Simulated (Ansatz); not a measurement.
LiF in the wurtzite structure, relaxed with r2SCAN: 4 runs in the PAW code Ansatz, each a calculation of independent-particle optics. Space group P6_3mc (No. 186), hexagonal; a = 3.081 Å, c = 4.785 Å in the conventional setting, 9.83 Å³ an atom. Li is surrounded by 4 F at 1.86–1.87 Å; F is surrounded by 4 Li at 1.86–1.87 Å. These are computed values for a spin-unpolarised cell that may be hypothetical; none is a measurement.

```yaml
crystal:
  lattice:
    - [3.08101, 0.00000, 0.00000]
    - [-1.54051, 2.66824, 0.00000]
    - [0.00000, 0.00000, 4.78534]
  atoms:
    - { symbol: Li, position: [0.33333, 0.66667, 0.99257] }
    - { symbol: Li, position: [0.66667, 0.33333, 0.49257] }
    - { symbol: F, position: [0.33333, 0.66667, 0.38243] }
    - { symbol: F, position: [0.66667, 0.33333, 0.88243] }
```

On meshes this coarse, single peaks can be features of the mesh. No local fields, no excitons; the zone sum runs over the cells of the mesh, and ε∞ includes the bands left out of the spectrum. Up to four peaks are listed, those above 15 % of the tallest and inside the complete range; the four can differ from row to row.

```json
{"functional": "PBE", "k mesh": "12×12×6", "broadening (eV)": "0.1", "scissors (eV)": "0.00", "range (eV)": "0–26", "direct gap on the mesh before scissors (eV)": "7.85", "ε∞ xx": "1.92", "ε∞ yy": "1.92", "ε∞ zz": "1.93", "complete up to (eV)": "13.6", "tallest peaks of mean ε₂ (eV)": "12.05"}
{"functional": "r2SCAN", "k mesh": "12×12×6", "broadening (eV)": "0.1", "scissors (eV)": "0.00", "range (eV)": "0–26", "direct gap on the mesh before scissors (eV)": "8.58", "ε∞ xx": "1.83", "ε∞ yy": "1.83", "ε∞ zz": "1.84", "complete up to (eV)": "14.7", "tallest peaks of mean ε₂ (eV)": "12.90"}
{"functional": "LDA", "k mesh": "12×12×6", "broadening (eV)": "0.1", "scissors (eV)": "0.00", "range (eV)": "0–26", "direct gap on the mesh before scissors (eV)": "7.53", "ε∞ xx": "1.97", "ε∞ yy": "1.97", "ε∞ zz": "1.98", "complete up to (eV)": "13.2", "tallest peaks of mean ε₂ (eV)": "11.65"}
{"functional": "PBE", "k mesh": "12×12×6", "broadening (eV)": "0.1", "scissors (eV)": "2.17 (to HSE06)", "range (eV)": "0–26", "direct gap on the mesh before scissors (eV)": "7.85", "ε∞ xx": "1.81", "ε∞ yy": "1.81", "ε∞ zz": "1.81", "complete up to (eV)": "15.8", "tallest peaks of mean ε₂ (eV)": "14.20"}
```
